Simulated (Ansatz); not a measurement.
**B under changes of volume**

One of the cells (8.729 Å³/atom); the others are scaled copies at fixed shape and fractional positions:

```
B
1.0
     2.34611    0.00000    0.00000
     0.00000    2.34611    0.00000
     0.00000    0.00000    1.58579
B
1
Direct
  0.50000 0.50000 0.50000
```

The cell was built by a generator and needn't be a form met in nature.

* Program: Ansatz 0.2.0
* Functional: B3LYP
* Potentials or basis: Ansatz PAW
* Cutoff: 420 eV (not typed: the program's choice for these potentials)
* k mesh: 6 × 6 × 8
* Occupations: fermi-dirac, width 0.05 eV
* Spin: no spin polarisation

| volume (Å³/atom) | energy over the lowest point (meV/atom) | pressure (GPa) |
| --- | --- | --- |
| 8.205 | 22.90 | 13.4 |
| 8.379 | 10.84 | 8.9 |
| 8.554 | 3.41 | 4.9 |
| 8.729 | 0.82 | 2.5 |
| 8.903 | 0.00 | -1.0 |
| 9.078 | ? | ? |
| 9.252 | 9.02 | -7.2 |

Problem. What does the run at 9.078 Å³/atom give?

Solution. Energy over the lowest point 2.81 meV/atom; pressure -4.2 GPa.

Worked out: A Birch-Murnaghan fit of order 3 (a polynomial in V^(-2/3)) to the other rows has its minimum at 8.81 Å³/atom with B0 = V·E''(V) = 148 GPa and B' = 6.6 at fixed shape and positions, which overstates the stiffness. It gives 3.42 meV/atom at 9.078 Å³/atom, against the run's 2.81, and -dE/dV = -4.0 GPa, against -4.2.

Energies are extrapolated to zero smearing.

Caveats: all runs use coarse meshes; the PAW data sets come from PBE, with cores solved anew for the run's functional, which leaves a small shift of forces and pressure; the thresholds are loose for stress.
